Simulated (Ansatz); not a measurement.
## How the field gradients follow the size of the cell in TaN

Reference cell: a COD entry, its atoms then relaxed with PBE in this cell.

```cif
data_TaN
_symmetry_space_group_name_H-M 'P-62m'
_symmetry_Int_Tables_number 189
_cell_length_a 5.1960
_cell_length_b 5.1960
_cell_length_c 2.9110
_cell_angle_alpha 90.000
_cell_angle_beta 90.000
_cell_angle_gamma 120.000
loop_
_atom_site_label
_atom_site_type_symbol
_atom_site_symmetry_multiplicity
_atom_site_Wyckoff_symbol
_atom_site_fract_x
_atom_site_fract_y
_atom_site_fract_z
Ta1 Ta 2 d 0.3333 0.6667 0.5000
Ta3 Ta 1 a 0.0000 0.0000 0.0000
N N 3 f 0.3932 0.0000 0.0000
```

One atom of each set is listed.

Computed with Ansatz: DFT, PBE, plane waves and PAW, scalar-relativistic, collinear spin, 420 eV cutoff, Γ-centred 10×10×16 k-points, Fermi–Dirac smearing 0.05 eV. Start moments as typed (μB): 2 on each Ta, none on the rest.

The cell is scaled uniformly, and the ions relax again at each size.

**Question.** How do the gradients (10²¹ V/m²) respond?

**Answer.** 

```json
{"V/V₀": "0.94", "Ta1 V_zz (η)": "-22.8 (0.00)", "Ta3 V_zz (η)": "13.76 (0.00)", "N V_zz (η)": "-1.27 (0.40)"}
{"V/V₀": "0.96", "Ta1 V_zz (η)": "-21.8 (0.00)", "Ta3 V_zz (η)": "13.55 (0.00)", "N V_zz (η)": "-1.31 (0.38)"}
{"V/V₀": "0.98", "Ta1 V_zz (η)": "-20.8 (0.00)", "Ta3 V_zz (η)": "13.56 (0.00)", "N V_zz (η)": "-1.37 (0.35)"}
{"V/V₀": "1.00", "Ta1 V_zz (η)": "-19.89 (0.00)", "Ta3 V_zz (η)": "13.35 (0.00)", "N V_zz (η)": "-1.42 (0.33)"}
{"V/V₀": "1.02", "Ta1 V_zz (η)": "-19.06 (0.00)", "Ta3 V_zz (η)": "13.07 (0.00)", "N V_zz (η)": "-1.45 (0.31)"}
{"V/V₀": "1.04", "Ta1 V_zz (η)": "-18.19 (0.00)", "Ta3 V_zz (η)": "13.19 (0.00)", "N V_zz (η)": "-1.50 (0.29)"}
{"V/V₀": "1.06", "Ta1 V_zz (η)": "-17.39 (0.00)", "Ta3 V_zz (η)": "13.22 (0.00)", "N V_zz (η)": "-1.54 (0.28)"}
```

Logarithmic slopes d ln|V_zz|/d ln V over the series, for the sites that change steadily: Ta1 -2.2, N 1.6. Point charges on a uniformly scaled lattice would give −1; atoms that shift within the cell as it changes, and charge that moves in the bonds, make the difference.

On Ta3 the rows don't lie on one smooth curve; each relaxation stops at forces of about 0.02 eV/Å, which can cause such scatter.

At this cell the principal stresses reach 5 GPa in size with PBE, which can matter for small gradients. The run finds no gap above 0.1 eV (a metal, or nearly one), so the gradients can move by 10 % or more with the k-mesh. Without spin–orbit coupling the gradients at and beside Ta can be off by some per cent, at some sites by more. With these PAW files V_zz is typically within 2 to 3 % of all-electron values, but misses above 10 % occur on Ta. The start moments die out, and the run ends without spin.
